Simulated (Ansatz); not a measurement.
# CdI₂

Level of theory: DFT, PBE, scalar-relativistic, no spin polarisation; plane waves to 420 eV with PAW datasets (Ansatz 0.2.0), Γ-centred 10×10×6 mesh, 0.05 eV Gaussian smearing. The datasets are Ansatz's generated set soft_2.

Space group P-3m1 (No. 164). a = 4.330 Å, b = 4.330 Å, c = 7.815 Å, α = 90.00°, β = 90.00°, γ = 120.00°
| atom | site | symmetry | x | y | z |
| --- | --- | --- | --- | --- | --- |
| Cd | 1a | -3m. | 0.0000 | 0.0000 | 0.0000 |
| I | 2d | 3m. | 0.3333 | 0.6667 | 0.2199 |

The chain of runs began from a cell as deposited in COD, expanded in volume.

Task: Which orbitals make up the states within about 0.6 eV of each band edge?

Result: Valence edge: I 5p 98 %. Conduction edge: Cd 5s 57 %, I 5p 41 %. Shares are among the projected shells; the gap is 2.43 eV.

Density of states (tetrahedra, averaged over 0.5 eV; states/eV per cell of 3 atoms; energy in eV from the Fermi level; projections on Löwdin-orthogonalised atomic orbitals, summed over sites):

```tsv
E	total	I 5p	Cd 5s	Cd 4d	I 5s
-4.60	3.5	2.1	1.2	0.0	0.1
-4.10	0.6	0.4	0.2	0.0	0.0
-3.60	2.3	2.2	0.0	0.0	0.0
-3.10	2.1	2.0	0.0	0.0	0.0
-2.60	4.4	4.2	0.0	0.0	0.0
-2.10	2.9	2.7	0.0	0.0	0.0
-1.60	7.4	7.2	0.0	0.1	0.0
-1.10	0.9	0.9	0.0	0.0	0.0
-0.60	0.0	0.0	0.0	0.0	0.0
-0.10	0.0	0.0	0.0	0.0	0.0
0.40	0.0	0.0	0.0	0.0	0.0
0.90	0.0	0.0	0.0	0.0	0.0
1.40	1.1	0.4	0.6	0.0	0.0
1.90	2.9	1.1	1.5	0.0	0.1
2.40	0.0	0.0	0.0	0.0	0.0
2.90	0.0	0.0	0.0	0.0	0.0
3.40	0.1	0.0	0.0	0.0	0.0
3.90	1.4	0.0	0.0	0.0	0.0
4.40	2.1	0.1	0.0	0.0	0.0
4.90	2.8	0.1	0.0	0.0	0.0
5.40	4.5	0.1	0.0	0.0	0.0
5.90	4.2	0.1	0.0	0.0	0.0
```

Formal charges Cd²⁺, I⁻ balance and leave closed shells on every ion, so a band insulator is expected, and the gap is 2.43 eV.

Crossing the gap moves an electron from the anion's filled p shell to the metal's empty orbitals, as in polar semiconductors.

Semilocal functionals underestimate band gaps, commonly by a third or more. For elements this heavy, spin–orbit coupling would shift levels and gaps; it isn't included here. The structure is built of weakly bound layers, and this functional has no dispersion term, so their spacing and all that hangs on it (volume, the soft elastic constants, low modes, dielectric constants) are poorly given.
